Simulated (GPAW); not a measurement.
# Ir in GPAW: the effect of functional

Ir:

```
Ir
1.0
     2.75138    0.00000    0.00000
    -1.37569    2.38276    0.00000
     0.00000    0.00000    4.46229
Ir
2
Direct
  0.33333 0.66667 0.25000
  0.66667 0.33333 0.75000
```

This isn't the form of Ir at room conditions, which is fcc.

Alike in all runs:

```yaml
Program: GPAW 26.7.0
Task: band structure
Cutoff: 600 eV
Basis: pw
k_mesh: 11 × 11 × 6
Occupations: fermi-dirac, width 0.05 eV
Spin: no spin polarisation
```

One run gave: pressure -13.4 GPa. Which functional did it use?
A. BLYP
B. LDA
C. r2SCAN
D. PBEsol

D.

| functional | potentials or basis | pressure (GPa) |
| --- | --- | --- |
| PBEsol | PAW data sets generated in the run's folder for this functional | -13.4 |
| r2SCAN | GPAW PAW data sets (gpaw-data 1.2.1) | -7.3 |
| LDA | the program's PAW data sets (release 1.2.1) made for this functional | -19.6 |
| BLYP | PAW data sets generated in the run's folder for this functional | 13.2 |

Caveats: the PAW data sets were made with another functional, which shifts forces and pressure a little (some runs).

Not every run made on this cell is shown here.
